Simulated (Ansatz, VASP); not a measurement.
## As in VASP and in Ansatz

```
As
1.0
     4.53575    0.00000    0.00000
    -2.26788    3.92808    0.00000
     0.00000    0.00000    2.81472
As
2
Direct
  0.33333 0.66667 0.00000
  0.66667 0.33333 0.00000
```

The cell was built by a generator and needn't be a form met in nature.

Alike in both runs: task single point; functional PBE; k mesh 7 × 7 × 9; occupations fermi-dirac, width 0.05 eV; no spin polarisation.

|  | VASP | Ansatz |
| --- | --- | --- |
| version | VASP 6.6.1 | Ansatz 0.2.0 |
| potentials or method | VASP PAW PBE potentials, release 64 (As) | Ansatz PAW |
| plane-wave cutoff (eV) | 520 | 420 |
| valence electrons in the cell | 10 | 30 |

Ansatz gave:

```
gap on the k mesh at the Fermi level (eV)       : none
pressure (GPa)                                  : 1.0
largest component of the traceless stress (GPa) : 1.74
```

Question: Estimate VASP's values.

Answer: gap on the k mesh at the Fermi level (eV): none; pressure (GPa): 1.1; largest component of the traceless stress (GPa): 1.67.

A gap of «none» marks a metal or a gap that the smearing closes. The two sets of potentials don't hold the same shells in valence.
